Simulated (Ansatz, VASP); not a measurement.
Two plane-wave programs on GaAs

The input INCAR:

```
PREC = Accurate
ENCUT = 520
EDIFF = 1E-7
ISMEAR = -1
SIGMA = 0.05
LREAL = False
LASPH = True
NELM = 80
ALGO = Normal
ISIF = 2
LWAVE = False
LCHARG = False
GGA = PE
IVDW = 12
NBANDS = 16
```

File KPOINTS:

```
regular mesh
0
Gamma
  8 8 8
```

File POSCAR:

```
GaAs
1.0
    0.0000000000      2.8268500000      2.8268500000
    2.8268500000      0.0000000000      2.8268500000
    2.8268500000      2.8268500000      0.0000000000
As Ga
1 1
Direct
    0.7500000000      0.7500000000      0.7500000000
    0.0000000000      0.0000000000      0.0000000000
```

File input.yaml:

```yaml
crystal:
  lattice:
    - [0.0, 2.82685, 2.82685]
    - [2.82685, 0.0, 2.82685]
    - [2.82685, 2.82685, 0.0]
  atoms:
    - { symbol: As, position: [0.75, 0.75, 0.75] }
    - { symbol: Ga, position: [0.0, 0.0, 0.0] }
hamiltonian:
  xc: pbe
  pseudopotentials: { kind: paw }
  dispersion: d3bj
kpoints:
  mp_grid: { grid: [8, 8, 8] }
scf:
  occupations: { method: fermi_dirac, width: 0.05 }
output:
  forces: true
  stress: true
  eigenvalues: true
```

Alike in both runs: task single point; functional PBE; dispersion D3(BJ); k mesh 8 × 8 × 8; occupations fermi-dirac, width 0.05 eV; no spin polarisation.

|  | VASP | Ansatz |
| --- | --- | --- |
| version | VASP 6.6.1 | Ansatz 0.2.0 |
| potentials or method | VASP PAW PBE potentials, release 64 (As, Ga_d) | Ansatz PAW |
| plane-wave cutoff (eV) | 520 | 420 |
| valence electrons in the cell | 18 | 28 |

VASP gave:

| Property | Result |
| --- | --- |
| gap on the k mesh at the Fermi level (eV) | 0.52 |
| least direct gap on the mesh (eV) | 0.52 |
| pressure (GPa) | 1.0 |
| dispersion energy (meV/atom) | -324.9 |

Question: Which values does Ansatz return?

Answer: gap on the k mesh at the Fermi level (eV): 0.52; least direct gap on the mesh (eV): 0.52; pressure (GPa): 0.8; dispersion energy (meV/atom): -324.9.

The two sets of potentials don't hold the same shells in valence.

A k mesh can miss the band edges. A hybrid or GW would open this gap; PBE tends to underestimate it.
